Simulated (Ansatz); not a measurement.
The calculation used DFT PBE, scalar-relativistic, plane waves, PAW (Ansatz 0.2.0). All cells share a 420 eV cutoff and Γ-centred k meshes spaced at most about 0.3 Å⁻¹ (about 0.25 or finer for metals, 2π included). No spin polarisation.

Each guess is relaxed in cell and atoms at zero pressure, on a coarse mesh first where it starts far from rest and then on a converged one. The steps can't lower the symmetry of the start, but it can rise. Energies are static (0 K, no zero-point motion).

Two unrelaxed guesses for Si5Mo:

A.

```
Si Mo
1.0
     5.12984    0.00000    0.00000
    -2.56492    4.44257    0.00000
     0.00000    0.00000    4.27662
Si Mo
5 1
Direct
  0.50000 0.00000 0.50000
  0.50000 0.50000 0.50000
  0.00000 0.50000 0.50000
  0.33333 0.66667 0.00000
  0.66667 0.33333 0.00000
  0.00000 0.00000 0.00000
```

B.

```
Si Mo
1.0
     2.75471    0.00000    0.00000
    -1.37736    2.38565    0.00000
     0.00000    0.00000   13.38993
Si Mo
5 1
Cartesian
  1.3774 0.7952 11.1850
  0.0000 0.0000 8.9397
  1.3774 0.7952 6.6950
  0.0000 0.0000 4.4503
  1.3774 0.7952 2.2049
  0.0000 0.0000 0.0000
```

Problem. Which guess leads to the lower structure, and by how much?

Solution. B ends lower, by 293 meV/atom. A: P6/mmm at 16.2 Å³/atom → P6/mmm at 15.0 Å³/atom; B: P-6m2 at 14.7 Å³/atom → P-6m2 at 14.8 Å³/atom. Counting Si atoms around Mo (those within 1.25 times the shortest such distance or 1.15 times the sum of covalent radii; a plus sign parts nearer from farther groups), the end of A has Mo 6+12 and the end of B has Mo 6. The end of A holds Si–Si nets (shortest 2.37 Å); in the end of B the shortest Si–Si distance is 2.62 Å, near bonding range too. End of A. Conventional cell: a = 4.736 Å, c = 4.632 Å. Si on a site of symmetry mmm is surrounded by 4 Si at 2.37 Å and 4 Si at 2.69 Å; Si on a site of symmetry -6m2 is surrounded by 9 Si at 2.69–2.73 Å and 3 Mo at 2.73 Å; Mo has 6 Si at 2.73 Å and 12 Si at 3.31 Å. End of B. Conventional cell: a = 2.909 Å, c = 12.161 Å. Si on a site of symmetry 3m has 3 Mo at 2.57 Å, 3 Si at 2.62 Å and 6 Si at 2.91 Å; Si on a second site of symmetry 3m is surrounded by 6 Si at 2.62–2.70 Å and 6 Si at 2.91 Å; Mo is surrounded by 6 Si at 2.57 Å and 6 Mo at 2.91 Å; 1 more site not described.

Ends held by symmetry can be saddle points. Even the lowest of the cells shown lies +0.34 eV/atom against the elements. Some types were kept out of the candidates beforehand, so the set may lack a known form.
